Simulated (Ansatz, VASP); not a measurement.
# One calculation of ZrB2, two programs

The input INCAR:

```
SYSTEM = ZrB2
ALGO = Normal
EDIFF = 1E-6
ENCUT = 520
GGA = CA
ISIF = 2
ISMEAR = -1
LASPH = .TRUE.
LCHARG = .FALSE.
LREAL = .FALSE.
LWAVE = .FALSE.
NBANDS = 16
NELM = 100
PREC = Accurate
SIGMA = 0.05
```

KPOINTS

```
k-points
0
G
  12 12 9
  0 0 0
```

File POSCAR:

```
ZrB2
1.0
    3.1544144627      0.0000000000      0.0000000000
   -1.5772072314      2.7318030588      0.0000000000
    0.0000000000      0.0000000000      3.5082273368
Zr B
1 2
Direct
    0.0000000000      0.0000000000      0.0000000000
    0.3333333333      0.6666666667      0.5000000000
    0.6666666667      0.3333333333      0.5000000000
```

Input for Ansatz:

```yaml
crystal:
  lattice:
    - [3.1544144627, 0.0, 0.0]
    - [-1.5772072314, 2.7318030588, 0.0]
    - [0.0, 0.0, 3.5082273368]
  atoms:
    - { symbol: Zr, position: [0.0, 0.0, 0.0] }
    - { symbol: B, position: [0.3333333333, 0.6666666667, 0.5] }
    - { symbol: B, position: [0.6666666667, 0.3333333333, 0.5] }
kpoints:
  mp_grid: { grid: [12, 12, 9] }
  band_path:
    path:
      - [0.0, 0.0, 0.0]
      - [0.5, 0.0, 0.0]
      - [0.3333333333, 0.3333333333, 0.0]
      - [0.0, 0.0, 0.0]
      - [0.0, 0.0, 0.5]
      - [0.5, 0.0, 0.5]
      - [0.3333333333, 0.3333333333, 0.5]
      - [0.0, 0.0, 0.5]
      - [0.5, 0.0, 0.5]
    npoints: 5
scf:
  occupations: { method: fermi_dirac, width: 0.05 }
hamiltonian:
  xc: lda
  pseudopotentials: { kind: all_electron, lapw: { basis_error: 0.001 } }
output:
  forces: true
  stress: true
  eigenvalues: true
```

Change from the starting cell: volume scaled by 0.99.

Alike in both runs: task single point; functional LDA; k mesh 12 × 12 × 9; occupations fermi-dirac, width 0.05 eV; no spin polarisation.

```csv
,VASP,Ansatz
version,VASP 6.6.1,Ansatz 0.2.0
potentials or method,"VASP PAW LDA potentials, release 64 (Zr_sv, B)","all-electron LAPW, scalar-relativistic"
plane-wave cutoff (eV),520,see its input
```

|  | VASP | Ansatz | Ansatz less VASP |
| --- | --- | --- | --- |
| pressure (GPa) | -4.4 | -4.9 | -0.47 |
| largest component of the traceless stress (GPa) | 0.73 | 0.73 | +0.001 |

Ansatz ran all-electron here, so the differences hold the error of VASP's frozen core and of both bases.
